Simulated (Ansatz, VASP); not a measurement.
**One calculation of C, two programs**

The input INCAR:

```
SYSTEM = C
ALGO = Normal ; EDIFF = 1E-7
ENCUT = 520 ; GGA = PE
ISIF = 2 ; ISMEAR = 0
ISPIN = 2 ; LASPH = .TRUE.
LCHARG = .FALSE. ; LORBIT = 11
LREAL = .FALSE. ; LWAVE = .FALSE.
MAGMOM = 1 ; NBANDS = 12
NELM = 150 ; PREC = Accurate
SIGMA = 0.1
```

File KPOINTS:

```
k-points
0
G
  4 4 12
  0 0 0
```

Contents of POSCAR:

```
C
1.0
    4.0060086974      0.0000000000      0.0000000000
    0.0000000000      4.0060086974      0.0000000000
    0.0000000000      0.0000000000      1.2790245548
C
1
Direct
    0.5000000000      0.5000000000      0.0000000000
```

Input for Ansatz:

```yaml
crystal:
  lattice:
    - [4.0060086974, 0.0, 0.0]
    - [0.0, 4.0060086974, 0.0]
    - [0.0, 0.0, 1.2790245548]
  atoms:
    - { symbol: C, position: [0.5, 0.5, 0.0], spin: 1.0 }
basis:
  ecutwfc: 420
kpoints:
  mp_grid: { grid: [4, 4, 12] }
hamiltonian:
  xc: pbe
scf:
  occupations: { method: gaussian, width: 0.1 }
  lower_state_search: "off"
output:
  forces: true
  stress: true
  eigenvalues: true
  populations: true
magnetization:
  spin_polarized: true
```

Alike in both runs: task single point; functional PBE; k mesh 4 × 4 × 12; occupations gaussian, width 0.1 eV; collinear spin.

|  | VASP | Ansatz |
| --- | --- | --- |
| version | VASP 6.6.1 | Ansatz 0.2.0 |
| potentials or method | VASP PAW PBE potentials, release 64 (C) | scalar-relativistic, plane waves, PAW |
| plane-wave cutoff (eV) | 520 | 420 |
| valence electrons in the cell | 4 | 4 |

```csv
,VASP,Ansatz,Ansatz less VASP
gap on the k mesh at the Fermi level (eV),none,none,-
pressure (GPa),1.6,1.7,+0.10
largest component of the traceless stress (GPa),4.57,4.74,+0.170
net moment per atom (μB),0.19,0.19,-0.002
size of the moment on the site where the two differ most (μB),0.10,0.06,-0.045
```

Site moments also hang on the region over which each program counts them. A gap of «none» marks a metal or a gap that the smearing closes. The functional is the same, so the differences come from potentials, cutoffs and numerics.

Caveats: the k mesh is coarse (spacing up to 0.41 Å⁻¹), so the values aren't converged.
